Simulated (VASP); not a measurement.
# VASP 6.6.1 run: HfO$_{2}$

INCAR

```
PREC = Accurate
SIGMA = 0.05
ENCUT = 520
NBANDS = 18
LASPH = .TRUE.
LREAL = .TRUE.
ISIF = 2
LCHARG = .FALSE.
NELM = 57
ISMEAR = -4
NSW = 0
GGA = PE
IBRION = -1
LWAVE = .FALSE.
EDIFF = 1E-7
```

KPOINTS

```
KPOINTS created by Atomic Simulation Environment
0
Gamma
8 8 8
0 0 0
```

POSCAR

```
Hf O
 1.0000000000000000
    -0.1418349394000000    2.4885146726000000    2.4885146726000000
     2.4885146726000000   -0.1418349394000000    2.4885146726000000
     2.4885146726000000    2.4885146726000000   -0.1418349394000000
 Hf  O
   1   2
Cartesian
  0.0000000000000000  0.0000000000000000  0.0000000000000000
  1.2313548265665535  1.2313548265665535  1.2313548265665535
  3.6038395792334463  3.6038395792334463  3.6038395792334459
```

The recommended PBE PAW datasets give the neutral cell 22 valence electrons.

Command

```
mpirun -np 1 vasp_std
```

How does this run end, and what does it give?

It converged. Results: gap between bands v and c on the k mesh 3.78 eV; least direct gap on the k mesh 3.78 eV; pressure -6.2 GPa; largest force 0.51 eV/Å. Band v is the last that the valence electrons fill when counted band by band, and c is the next.

OSZICAR

```
N       E                     dE             d eps       ncg     rms          rms(c)
DAV:   1     0.905002758839E+02    0.90500E+02   -0.12509E+04  2340   0.120E+03
DAV:   2    -0.318151939376E+02   -0.12232E+03   -0.11997E+03  2974   0.286E+02
DAV:   3    -0.359089806354E+02   -0.40938E+01   -0.40789E+01  2744   0.463E+01
DAV:   4    -0.359323518399E+02   -0.23371E-01   -0.23365E-01  2802   0.393E+00
DAV:   5    -0.359324955213E+02   -0.14368E-03   -0.14368E-03  2682   0.290E-01    0.458E+01
DAV:   6    -0.302794935507E+02    0.56530E+01   -0.20697E+01  2384   0.322E+01    0.403E+01
DAV:   7    -0.301737128836E+02    0.10578E+00   -0.71186E-01  2650   0.683E+00    0.287E+01
DAV:   8    -0.301580504841E+02    0.15662E-01   -0.34399E-01  2526   0.529E+00    0.104E+01
DAV:   9    -0.301311298683E+02    0.26921E-01   -0.75794E-02  2428   0.236E+00    0.276E+00
DAV:  10    -0.301314430727E+02   -0.31320E-03   -0.33812E-03  2806   0.442E-01    0.177E-01
DAV:  11    -0.301314774696E+02   -0.34397E-04   -0.18568E-04  2730   0.114E-01    0.206E-01
DAV:  12    -0.301314925254E+02   -0.15056E-04   -0.37963E-05  2584   0.412E-02    0.844E-03
DAV:  13    -0.301314933985E+02   -0.87314E-06   -0.13651E-06  2880   0.865E-03    0.225E-03
DAV:  14    -0.301314936179E+02   -0.21939E-06   -0.24256E-07  2544   0.318E-03    0.324E-03
DAV:  15    -0.301314935830E+02    0.34929E-07   -0.13188E-08  1658   0.732E-04
   1 F= -.30131494E+02 E0= -.30131494E+02  d E =0.000000E+00
```

Standard output (part)

```
POSCAR found type information on POSCAR HfO
 POSCAR found :  2 types and       3 ions
|     You have a (more or less) 'small supercell' and for smaller cells       |
|     it is recommended to use the reciprocal-space projection scheme!        |
|     The real-space optimization is not efficient for small cells and it     |
|     is also less accurate ...                                               |
|     Therefore, set LREAL=.FALSE. in the INCAR file.                         |
|     The real-space projection scheme for the treatment of the non-local     |
|     real-space optimization of all non-local projectors! BE WARNED that     |
|     a calculation using the real-space projection scheme together with      |
|     non-local projectors which were not real-space optimized (according     |
|     to the plane-wave cutoff used in this calculation) might give more      |
|     or less inaccurate results. I hope you know what you are doing.         |
 LDA part: xc-table for (Slater+PW92), standard interpolation
 POSCAR, INCAR and KPOINTS ok, starting setup
 WAVECAR not read
 entering main loop
```

These settings aren't sound, so the numbers aren't properties of the crystal.

On sound settings PBE gives a gap of 3.78 eV on its mesh and a pressure of -5.3 GPa for the intended cell.
